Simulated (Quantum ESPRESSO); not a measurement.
# Ge (I4_1/amd) in Quantum ESPRESSO: single point with PBE

Aim: the single point of Ge with PBE.

Program: Quantum ESPRESSO 7.5. These are calculated values, not measurements. Logs are shortened: lines on timing, memory, paths and dates and some standing lists are left out, and cuts for length are marked.

## (1) Starting point

Symmetry: I4_1/amd, No. 141, tetragonal system. The conventional cell has a = 4.002 Å, b = 4.002 Å, c = 5.824 Å, α = 90.00°, β = 90.00°, γ = 90.00°. Ge (site symmetry -4m2) has 4 Ge at 2.47 Å as nearest neighbours.

## (2) Single point, PBE

File pw.in:

```
&CONTROL
  calculation = 'scf'
  prefix = 'pwscf'
  outdir = './tmp'
  pseudo_dir = './pseudo'
  tprnfor = .true.
  tstress = .true.
  disk_io = 'nowf'
/
&SYSTEM
  ibrav = 0
  nat = 2
  ntyp = 1
  ecutwfc = 78
  nbnd = 21
  occupations = 'smearing'
  smearing = 'gaussian'
  degauss = 0.00073499
/
&ELECTRONS
  conv_thr = 4d-10
  electron_maxstep = 120
  mixing_beta = 0.5
/
ATOMIC_SPECIES
Ge    72.6300 Ge.upf
CELL_PARAMETERS angstrom
   0.0000000000    2.8297500000    2.9117550000
   2.8297500000    0.0000000000    2.9117550000
   2.8297500000    2.8297500000    0.0000000000
ATOMIC_POSITIONS crystal
Ge     0.0000000000    0.0000000000    0.0000000000
Ge     0.2500000000    0.2500000000    0.2500000000
K_POINTS automatic
6 6 6 0 0 0
```

Potentials or basis: PseudoDojo 0.4.1 SR PBE standard.

Launch:

```sh
$ OMP_NUM_THREADS=1 pw.x -in pw.in > pw.out
```

pw.out:

```text
This program is part of the open-source Quantum ESPRESSO suite
     for quantum simulation of materials; please cite
         "P. Giannozzi et al., J. Phys.:Condens. Matter 21 395502 (2009);
         "P. Giannozzi et al., J. Phys.:Condens. Matter 29 465901 (2017);
         "P. Giannozzi et al., J. Chem. Phys. 152 154105 (2020);
     in publications or presentations arising from this work. More details at

     Message from routine setup:
     using ibrav=0 with symmetry is DISCOURAGED, use correct ibrav instead

     G-vector sticks info
     --------------------
     sticks:   dense  smooth     PW     G-vecs:    dense   smooth      PW
     Sum        1253    1253    367                29307    29307    4677

     Using Slab Decomposition

     bravais-lattice index     =            0
     lattice parameter (alat)  =       7.6728  a.u.
     unit-cell volume          =     314.6861 (a.u.)^3
     number of atoms/cell      =            2
     number of atomic types    =            1
     number of electrons       =        28.00
     number of Kohn-Sham states=           21
     kinetic-energy cutoff     =      78.0000  Ry
     charge density cutoff     =     312.0000  Ry
     scf convergence threshold =      4.0E-10
     mixing beta               =       0.5000
     number of iterations used =            8  plain     mixing
     Exchange-correlation= PBE
                           (   1   4   3   4   0   0   0)

     celldm(1)=   7.672801  celldm(2)=   0.000000  celldm(3)=   0.000000
     celldm(4)=   0.000000  celldm(5)=   0.000000  celldm(6)=   0.000000

     crystal axes: (cart. coord. in units of alat)
               a(1) = (   0.000000   0.696936   0.717133 )
               a(2) = (   0.696936   0.000000   0.717133 )
               a(3) = (   0.696936   0.696936   0.000000 )

     reciprocal axes: (cart. coord. in units 2 pi/alat)
               b(1) = ( -0.717426  0.717426  0.697221 )
               b(2) = (  0.717426 -0.717426  0.697221 )
               b(3) = (  0.717426  0.717426 -0.697221 )

     PseudoPot. # 1 for Ge read from file:
     Ge.upf
     Pseudo is Norm-conserving + core correction, Zval = 14.0
     Generated using ONCVPSP code by D. R. Hamann
     Using radial grid of 1560 points,  6 beta functions with:
                l(1) =   0
                l(2) =   0
                l(3) =   1
                l(4) =   1
                l(5) =   2
                l(6) =   2

     atomic species   valence    mass     pseudopotential
     Ge               14.00    72.63000     Ge( 1.00)

     16 Sym. Ops., with inversion, found ( 8 have fractional translation)

   Cartesian axes

     site n.     atom                  positions (alat units)
         1        Ge     tau(   1) = (   0.0000000   0.0000000   0.0000000  )
         2        Ge     tau(   2) = (   0.3484681   0.3484681   0.3585666  )

     number of k points=    30  Gaussian smearing, width (Ry)=  0.0007
                       cart. coord. in units 2pi/alat
        k(    1) = (   0.0000000   0.0000000   0.0000000), wk =   0.0092593
        k(    2) = (   0.1195710   0.1195710  -0.1162034), wk =   0.0740741
        k(    3) = (   0.2391419   0.2391419  -0.2324069), wk =   0.0740741
        k(    4) = (  -0.3587129  -0.3587129   0.3486103), wk =   0.0370370
        k(    5) = (   0.2391419  -0.0000000   0.0000000), wk =   0.0370370
        k(    6) = (   0.3587129   0.1195710  -0.1162034), wk =   0.1481481
[... 22 lines left out ...]
        k(   29) = (  -0.7174258   0.4782839  -0.0000000), wk =   0.0370370
        k(   30) = (   0.0000000   0.0000000  -0.6972206), wk =   0.0092593

     Dense  grid:    29307 G-vectors     FFT dimensions: (  48,  48,  48)

     Initial potential from superposition of free atoms

     starting charge      27.9984, renormalised to      28.0000
     Starting wfcs are   18 randomized atomic wfcs +    3 random wfcs

     Self-consistent Calculation

     iteration #  1     ecut=    78.00 Ry     beta= 0.50
     Davidson diagonalization with overlap
     ethr =  1.00E-02,  avg # of iterations =  5.2

     Threshold (ethr) on eigenvalues was too large:
     Diagonalizing with lowered threshold

     Davidson diagonalization with overlap
     ethr =  1.17E-04,  avg # of iterations =  2.8

     total energy              =    -357.28145864 Ry
     estimated scf accuracy    <       0.03349099 Ry

     iteration #  2     ecut=    78.00 Ry     beta= 0.50
     Davidson diagonalization with overlap
     ethr =  1.20E-04,  avg # of iterations =  1.0

     total energy              =    -357.28115103 Ry
     estimated scf accuracy    <       0.00653204 Ry

     iteration #  3     ecut=    78.00 Ry     beta= 0.50
     Davidson diagonalization with overlap
     ethr =  2.33E-05,  avg # of iterations =  2.6

     total energy              =    -357.28148374 Ry
     estimated scf accuracy    <       0.00008290 Ry

     iteration #  4     ecut=    78.00 Ry     beta= 0.50
     Davidson diagonalization with overlap
     ethr =  2.96E-07,  avg # of iterations =  4.9

     total energy              =    -357.28150011 Ry
     estimated scf accuracy    <       0.00000831 Ry

     iteration #  5     ecut=    78.00 Ry     beta= 0.50
     Davidson diagonalization with overlap
     ethr =  2.97E-08,  avg # of iterations =  1.2

     total energy              =    -357.28150025 Ry
     estimated scf accuracy    <       0.00000073 Ry

     iteration #  6     ecut=    78.00 Ry     beta= 0.50
     Davidson diagonalization with overlap
     ethr =  2.60E-09,  avg # of iterations =  2.0

     total energy              =    -357.28150053 Ry
     estimated scf accuracy    <       0.00000017 Ry

     iteration #  7     ecut=    78.00 Ry     beta= 0.50
     Davidson diagonalization with overlap
     ethr =  6.17E-10,  avg # of iterations =  2.0

     total energy              =    -357.28150055 Ry
     estimated scf accuracy    <          6.9E-09 Ry

     iteration #  8     ecut=    78.00 Ry     beta= 0.50
     Davidson diagonalization with overlap
     ethr =  2.45E-11,  avg # of iterations =  2.0

     total energy              =    -357.28150055 Ry
     estimated scf accuracy    <          1.8E-09 Ry

     iteration #  9     ecut=    78.00 Ry     beta= 0.50
     Davidson diagonalization with overlap
     ethr =  6.56E-12,  avg # of iterations =  1.2

     End of self-consistent calculation

          k = 0.0000 0.0000 0.0000 (  3687 PWs)   bands (ev):

   -15.6694 -15.6694 -15.6623 -15.6367 -15.6332 -15.4462 -15.4360 -15.4360
   -15.4331 -15.4273  -3.4017   8.9070   8.9996   9.2232   9.2232  11.6439
    11.6439  11.7823  15.5167  18.2042  18.7835

          k = 0.1196 0.1196-0.1162 (  3670 PWs)   bands (ev):

   -15.6805 -15.6759 -15.6631 -15.6197 -15.6178 -15.4583 -15.4571 -15.4423
   -15.4167 -15.4142  -3.0748   5.9619   8.5595   8.7348   9.9879  12.3326
    12.3691  13.1991  16.8709  17.2840  17.5946

          k = 0.2391 0.2391-0.2324 (  3658 PWs)   bands (ev):

   -15.6909 -15.6841 -15.6553 -15.6015 -15.6007 -15.4719 -15.4709 -15.4517
   -15.4088 -15.4020  -2.1713   3.1389   7.9069   8.1364   9.4539  12.8447
    12.9440  16.0388  16.9253  18.0155  18.0857

          k =-0.3587-0.3587 0.3486 (  3660 PWs)   bands (ev):

   -15.6936 -15.6858 -15.6511 -15.5962 -15.5959 -15.4756 -15.4741 -15.4563
   -15.4069 -15.3984  -1.3835   1.6834   7.6631   7.9171   9.2272  12.8051
    12.9554  16.2852  19.4840  19.8355  20.0979

          k = 0.2391-0.0000 0.0000 (  3663 PWs)   bands (ev):

   -15.6775 -15.6754 -15.6711 -15.6216 -15.6014 -15.4848 -15.4416 -15.4323
   -15.4238 -15.4148  -2.9560   5.9640   7.8094   7.9252  10.6700  11.7418
    13.3299  13.6568  16.1036  17.5010  18.8004

          k = 0.3587 0.1196-0.1162 (  3653 PWs)   bands (ev):

   -15.6948 -15.6829 -15.6559 -15.6022 -15.5786 -15.5080 -15.4621 -15.4419
   -15.4130 -15.3985  -2.2168   3.7755   6.9289   7.2727  10.8355  12.1198
    14.0305  14.3854  17.4921  18.7811  19.3118

          k =-0.2391-0.4783 0.4648 (  3662 PWs)   bands (ev):

   -15.7059 -15.6905 -15.6344 -15.5845 -15.5776 -15.5041 -15.4821 -15.4664
   -15.4014 -15.3859  -1.2011   1.8563   6.1576   7.1890  10.6498  12.9063
    14.0482  15.3782  18.3367  19.9310  20.3672

          k =-0.1196-0.3587 0.3486 (  3659 PWs)   bands (ev):

   -15.7036 -15.6940 -15.6324 -15.5952 -15.5766 -15.4960 -15.4768 -15.4730
   -15.3969 -15.3895  -1.5366   2.3839   5.9765   7.6510  10.7574  13.1738
    13.5645  15.7923  17.4310  18.1441  19.9913

          k = 0.0000-0.2391 0.2324 (  3659 PWs)   bands (ev):

   -15.6896 -15.6888 -15.6534 -15.6089 -15.5940 -15.4834 -15.4704 -15.4413
   -15.4093 -15.4015  -2.5503   4.4492   6.7461   8.4151  10.9252  12.6160
    13.0073  14.1807  16.3914  18.2907  18.4437

          k = 0.4783-0.0000 0.0000 (  3643 PWs)   bands (ev):

   -15.6912 -15.6873 -15.6609 -15.5822 -15.5522 -15.5418 -15.4783 -15.4323
   -15.4062 -15.4016  -1.6484   3.0345   6.5541   6.5999   9.7555  11.0861
    16.0386  16.5791  17.3997  20.2863  20.9112

          k =-0.1196-0.5979 0.5810 (  3660 PWs)   bands (ev):

   -15.7060 -15.6947 -15.6291 -15.5694 -15.5577 -15.5238 -15.5036 -15.4661
   -15.3951 -15.3844  -0.6076   1.5678   5.5225   6.4173  10.1437  11.6985
    15.9284  16.6950  19.3103  20.6147  20.9437

          k =-0.0000-0.4783 0.4648 (  3657 PWs)   bands (ev):

   -15.7150 -15.6975 -15.6150 -15.5580 -15.5471 -15.5334 -15.5157 -15.4806
   -15.3918 -15.3758  -0.5117   1.4322   4.8802   6.8471  10.5058  14.6610
    15.3920  15.4074  16.3438  17.9971  22.5861

          k =-0.7174 0.0000 0.0000 (  3664 PWs)   bands (ev):

   -15.6960 -15.6960 -15.6168 -15.6168 -15.5296 -15.5296 -15.4795 -15.4795
   -15.3924 -15.3924   0.4162   0.4162   6.1150   6.1150   9.8612   9.8612
    18.3810  18.3810  20.4341  20.4341  21.8118

          k =-0.0000-0.0000 0.2324 (  3655 PWs)   bands (ev):

   -15.6790 -15.6790 -15.6756 -15.6193 -15.5973 -15.4924 -15.4460 -15.4220
   -15.4220 -15.4116  -2.9755   5.8233   7.9957   7.9957  10.8837  11.6690
    13.4457  13.4457  15.7301  17.3613  19.2328

          k = 0.2391 0.2391 0.0000 (  3659 PWs)   bands (ev):

   -15.6935 -15.6821 -15.6503 -15.6132 -15.5935 -15.4832 -15.4631 -15.4460
   -15.4176 -15.3981  -2.5335   4.4325   6.5959   8.5979  11.0270  12.6425
    12.7026  14.2432  16.5349  18.3145  18.5751

          k =-0.3587-0.3587 0.5810 (  3667 PWs)   bands (ev):

   -15.6996 -15.6986 -15.6326 -15.5932 -15.5769 -15.4960 -15.4830 -15.4677
   -15.3954 -15.3910  -1.5174   2.3380   5.8239   7.8535  10.9186  13.0799
    13.5688  15.6696  17.4329  18.1960  20.1127

          k =-0.2391-0.2391 0.4648 (  3656 PWs)   bands (ev):

   -15.7038 -15.6971 -15.6389 -15.5840 -15.5719 -15.5117 -15.4850 -15.4577
   -15.3941 -15.3884  -1.2289   1.8459   6.0271   7.3761  10.8167  12.7861
    14.1346  15.6976  18.2232  19.8813  20.1727

          k =-0.1196-0.1196 0.3486 (  3662 PWs)   bands (ev):

   -15.6955 -15.6894 -15.6606 -15.6010 -15.5728 -15.5161 -15.4654 -15.4338
   -15.4057 -15.3974  -2.2523   3.7258   6.9113   7.4229  11.0037  12.2077
    14.0015  14.3701  17.2861  18.7496  19.3492

          k =-0.2391-0.4783 0.6972 (  3657 PWs)   bands (ev):

   -15.7026 -15.7003 -15.6300 -15.5827 -15.5516 -15.5347 -15.4833 -15.4665
   -15.3925 -15.3884  -1.3244   2.4249   5.4950   6.8487  11.8551  12.2750
    13.6385  15.9030  18.1894  19.1897  21.4026

          k =-0.1196-0.3587 0.5810 (  3674 PWs)   bands (ev):

   -15.7131 -15.7045 -15.6137 -15.5661 -15.5438 -15.5394 -15.5071 -15.4791
   -15.3856 -15.3776  -0.5180   1.3547   5.1278   6.3885  12.1718  12.8620
    15.0600  15.3350  17.0147  20.5348  20.7117

          k = 0.0000-0.2391 0.4648 (  3659 PWs)   bands (ev):

   -15.7064 -15.7018 -15.6358 -15.5826 -15.5461 -15.5415 -15.4849 -15.4586
   -15.3892 -15.3857  -1.3795   2.4072   5.6625   6.7644  12.1389  12.3266
    13.5276  15.9670  18.1697  18.8083  21.2529

          k =-0.2391 0.7174-0.4648 (  3649 PWs)   bands (ev):

   -15.7035 -15.6973 -15.6284 -15.5826 -15.5549 -15.5307 -15.4827 -15.4697
   -15.3940 -15.3888  -1.3304   2.4766   5.5963   6.7666  11.7533  12.0567
    13.3454  16.3311  18.4417  18.7885  21.2827

          k =-0.7174 0.2391 0.0000 (  3662 PWs)   bands (ev):

   -15.7079 -15.7079 -15.5915 -15.5915 -15.5332 -15.5332 -15.4999 -15.4999
   -15.3818 -15.3818   0.4541   0.4541   5.5115   5.5115  11.7767  11.7767
    15.8654  15.8654  19.7091  19.7091  21.5861

          k =-0.1196 0.5979-0.3486 (  3642 PWs)   bands (ev):

   -15.7122 -15.7000 -15.6062 -15.5657 -15.5506 -15.5296 -15.5090 -15.4878
   -15.3903 -15.3785  -0.4911   1.4066   5.1708   6.3545  11.8565  12.5815
    14.9015  15.0125  17.3062  21.0648  21.1189

          k =-0.7174 0.0000 0.2324 (  3656 PWs)   bands (ev):

   -15.7062 -15.7062 -15.5876 -15.5876 -15.5327 -15.5327 -15.5043 -15.5043
   -15.3835 -15.3835   0.4749   0.4749   5.5393   5.5393  11.6593  11.6593
    15.3418  15.3418  20.2725  20.2725  22.2013

          k =-0.0000-0.0000 0.4648 (  3660 PWs)   bands (ev):

   -15.6960 -15.6960 -15.6660 -15.5816 -15.5611 -15.5337 -15.4815 -15.4252
   -15.3963 -15.3963  -1.7198   2.8718   6.7516   6.7516  10.0205  11.1539
    16.2969  16.2969  17.2648  20.5853  20.5951

          k =-0.2391-0.2391 0.6972 (  3660 PWs)   bands (ev):

   -15.7144 -15.7039 -15.6220 -15.5491 -15.5461 -15.5418 -15.5194 -15.4716
   -15.3851 -15.3766  -0.5169   1.3306   4.8034   7.0540  10.7459  14.9820
    15.3484  15.4778  16.2078  18.0565  22.1808

          k =-0.1196-0.1196 0.5810 (  3667 PWs)   bands (ev):

   -15.7099 -15.7019 -15.6366 -15.5786 -15.5582 -15.5143 -15.5060 -15.4568
   -15.3873 -15.3803  -0.6933   1.4582   5.5828   6.6102  10.3677  11.9850
    15.9654  16.6512  19.2347  20.6831  20.7122

          k =-0.7174 0.4783-0.0000 (  3668 PWs)   bands (ev):

   -15.7112 -15.7112 -15.5984 -15.5984 -15.5337 -15.5337 -15.4929 -15.4929
   -15.3782 -15.3782   0.3840   0.3840   5.6043   5.6043  12.0354  12.0354
    15.5833  15.5833  19.8260  19.8260  21.8372

          k = 0.0000 0.0000-0.6972 (  3652 PWs)   bands (ev):

   -15.7035 -15.7035 -15.6248 -15.6248 -15.5310 -15.5310 -15.4706 -15.4706
   -15.3843 -15.3843   0.2837   0.2837   6.3090   6.3090  10.0837  10.0837
    18.3939  18.3939  20.3816  20.3816  21.8247

     the Fermi energy is     9.2188 ev

!    total energy              =    -357.28150055 Ry
     estimated scf accuracy    <          1.4E-10 Ry
     smearing contrib. (-TS)   =      -0.00000694 Ry
     internal energy E=F+TS    =    -357.28149362 Ry

     The total energy is F=E-TS. E is the sum of the following terms:
     one-electron contribution =    -186.28846665 Ry
     hartree contribution      =     111.89345392 Ry
     xc contribution           =     -87.29120930 Ry
     ewald contribution        =    -195.59527159 Ry

     convergence has been achieved in   9 iterations

     Forces acting on atoms (cartesian axes, Ry/au):

     atom    1 type  1   force =     0.00000000    0.00000000    0.00000000
     atom    2 type  1   force =     0.00000000    0.00000000   -0.00000000

     Total force =     0.000000     Total SCF correction =     0.000000

     Computing stress (Cartesian axis) and pressure

          total   stress  (Ry/bohr**3)                   (kbar)     P=       17.40
   0.00016248  -0.00000000  -0.00000000           23.90       -0.00       -0.00
  -0.00000000   0.00016248  -0.00000000           -0.00       23.90       -0.00
  -0.00000000  -0.00000000   0.00002981           -0.00       -0.00        4.39

=------------------------------------------------------------------------------=
   JOB DONE.
=------------------------------------------------------------------------------=
```

Wall time 67 s (1 thread of AMD EPYC 7R43 (Zen 3), shared host); peak memory 0.09 GiB.

Results:

| Property | Result |
| --- | --- |
| Free energy | -4861.0625 eV |
| Pressure | 1.7 GPa |
| Band gap on the k mesh | none (metal or under the smearing width) |
